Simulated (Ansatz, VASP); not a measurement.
# Ir in VASP and in Ansatz

```
Ir
1.0
     0.00000    1.91560    1.91560
     1.91560    0.00000    1.91560
     1.91560    1.91560    0.00000
Ir
1
Cartesian
  0.0000 0.0000 0.0000
```

Alike in both runs: functional LDA; k mesh 9 × 9 × 9; occupations fermi-dirac, width 0.05 eV; non-collinear spin, spin-orbit coupling.

|  | VASP | Ansatz |
| --- | --- | --- |
| version | VASP 6.6.1 | Ansatz 0.2.0 |
| potentials or method | VASP PAW LDA potentials, release 64 (Ir), cutoff 520 eV | all-electron LAPW, relativistic spinors |
| task | single point | band structure |

Ansatz gave:

```
gap on the k mesh at the Fermi level (eV) : none
pressure (GPa)                            : -6.0
net moment per atom (μB)                  : 0.00
```

**Question.** Which values does VASP return?

**Answer.** gap on the k mesh at the Fermi level (eV): none; pressure (GPa): -3.2; net moment per atom (μB): 0.00.

A gap of «none» marks a metal or a gap that the smearing closes. Ansatz ran all-electron here, so the differences hold the error of VASP's frozen core and of both bases.

Caveats: the k mesh is thin for a metal, which can move the energy by tens of meV per atom (Ansatz).
